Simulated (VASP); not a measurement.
Write the native input for VASP 6.6.1 that does the following.

| Quantity | Value |
| --- | --- |
| Task | relaxation of cell and atoms |
| Functional | rev-vdW-DF2 |
| Potentials or basis | VASP PAW PBE potentials, release 64 (Zn, O) |
| Cutoff | 600 eV |
| k mesh | 9 × 9 × 5 |
| Occupations | gaussian, width 0.03 eV |
| Spin | no spin polarisation |
| Further INCAR settings | ALGO = Normal; EDIFF = 1e-06; IBRION = 2; EDIFFG = -0.01; NSW = 90; ISIF = 3 |

The structure of ZnO lies in POSCAR:

```
ZnO
1.0
    3.2493080000      0.0000000000      0.0000000000
   -1.6246540000      2.8139832700      0.0000000000
    0.0000000000      0.0000000000      5.2057090000
Zn O
2 2
Direct
    0.3333333300      0.6666666700      0.5000000000
    0.6666666700      0.3333333300      0.0000000000
    0.6666666700      0.3333333300      0.3790100000
    0.3333333300      0.6666666700      0.8790100000
```

These files were run (other wordings do the same):

INCAR

```
  AGGAC = 0.0
  ALGO = Normal
  EDIFF = 1E-6
  EDIFFG = -0.01
  ENCUT = 600
  GGA = MK
  IBRION = 2
  ISIF = 3
  ISMEAR = 0
  LASPH = T
  LCHARG = F
  LREAL = F
  LUSE_VDW = T
  LWAVE = F
  NELM = 80
  NSW = 90
  PARAM1 = 0.1234
  PARAM2 = 0.711357
  PREC = Accurate
  SIGMA = 0.03
  ZAB_VDW = -1.8867
```

KPOINTS

```
k-points
0
Gamma
  9 9 5
```

Potentials or basis: VASP PAW PBE potentials, release 64 (Zn, O).

Launch:

```sh
$ cat potpaw_PBE.64/Zn/POTCAR potpaw_PBE.64/O/POTCAR > POTCAR
$ mpirun -np 1 vasp_std > vasp.out
```

Results of the run:

```yaml
Relaxed_volume: 12.12 Å³/atom
Relaxed_cell: a = 3.259 Å, b = 3.259 Å, c = 5.270 Å, α = 90.00°, β = 90.00°, γ = 120.00°
Space_group_after_relaxing_to_0.05_Å: P6_3mc (No. 186)
Energy_gained_by_relaxing: 2.2 meV/atom
Ionic_steps: 10
Pressure_after_relaxing: 0.0 GPa
Band_gap_on_the_k_mesh: 0.75 eV, direct
```

Caveat: the PAW data sets were made with another functional, which shifts forces and pressure a little.

It took 4.6 min on 1 thread of Intel(R) Xeon(R) 6975P-C (Granite Rapids), on a shared host, peak memory 0.41 GiB.
